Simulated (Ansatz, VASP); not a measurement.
**TaN: VASP beside Ansatz**

File POSCAR:

```
TaN
1.0
    5.2593104652      0.0000000000      0.0000000000
   -2.6296552326      4.5546965999      0.0000000000
    0.0000000000      0.0000000000      2.9462675463
Ta N
3 3
Direct
    0.0000000000      0.0000000000      0.0000000000
    0.3333333333      0.6666666667      0.5000000000
    0.6666666667      0.3333333333      0.5000000000
    0.5000000000      0.0000000000      0.0000000000
    0.5000000000      0.5000000000      0.0000000000
    0.0000000000      0.5000000000      0.0000000000
```

INCAR.step1

```
SYSTEM = TaN
PREC = Accurate
ENCUT = 520
ISMEAR = 0
SIGMA = 0.1
LREAL = .FALSE.
LASPH = .TRUE.
NELM = 80
NBANDS = 33
GGA = PE
ALGO = Normal
EDIFF = 1E-4
LWAVE = .TRUE.
LCHARG = .FALSE.
```

Contents of INCAR.step2:

```
SYSTEM = TaN
PREC = Accurate
ENCUT = 520
EDIFF = 1E-6
ISMEAR = 0
SIGMA = 0.1
LREAL = .FALSE.
LASPH = .TRUE.
NELM = 80
ALGO = Normal
ISIF = 2
LWAVE = .FALSE.
LCHARG = .FALSE.
METAGGA = R2SCAN
LMIXTAU = .TRUE.
NBANDS = 33
ISTART = 1
```

The input KPOINTS:

```
regular mesh
0
G
  5 5 8
  0 0 0
```

Input for Ansatz:

```yaml
crystal:
  lattice:
    - [5.25931046523054, 0.0, 0.0]
    - [-2.62965523261527, 4.554696599930952, 0.0]
    - [0.0, 0.0, 2.946267546309075]
  atoms:
    - { symbol: Ta, position: [0.0, 0.0, 0.0] }
    - { symbol: Ta, position: [0.3333333333333333, 0.6666666666666666, 0.5] }
    - { symbol: Ta, position: [0.6666666666666666, 0.3333333333333333, 0.5] }
    - { symbol: "N", position: [0.5, 0.0, 0.0] }
    - { symbol: "N", position: [0.5, 0.5, 0.0] }
    - { symbol: "N", position: [0.0, 0.5, 0.0] }
basis:
  ecutwfc: 600.0
kpoints:
  mp_grid:
    grid: [5, 5, 8]
hamiltonian:
  xc: r2scan
scf:
  occupations:
    method: gaussian
    width: 0.1
output:
  stress: true
```

Alike in both runs: task single point; functional r2SCAN; k mesh 5 × 5 × 8; occupations gaussian, width 0.1 eV; no spin polarisation.

```csv
,VASP,Ansatz
version,VASP 6.6.1,Ansatz 0.2.0
potentials or method,"VASP PAW PBE potentials, release 64 (Ta_pv, N)","plane waves, PAW"
plane-wave cutoff (eV),520,600
valence electrons in the cell,48,54
```

```csv
,VASP,Ansatz,Ansatz less VASP
pressure (GPa),-6.0,-7.5,-1.50
largest component of the traceless stress (GPa),3.72,3.91,+0.195
```

The two sets of potentials don't hold the same shells in valence.

Caveats: the PAW data sets were made with another functional, which shifts forces and pressure a little (VASP). Spin-orbit coupling is left out, which matters for the levels of Ta.
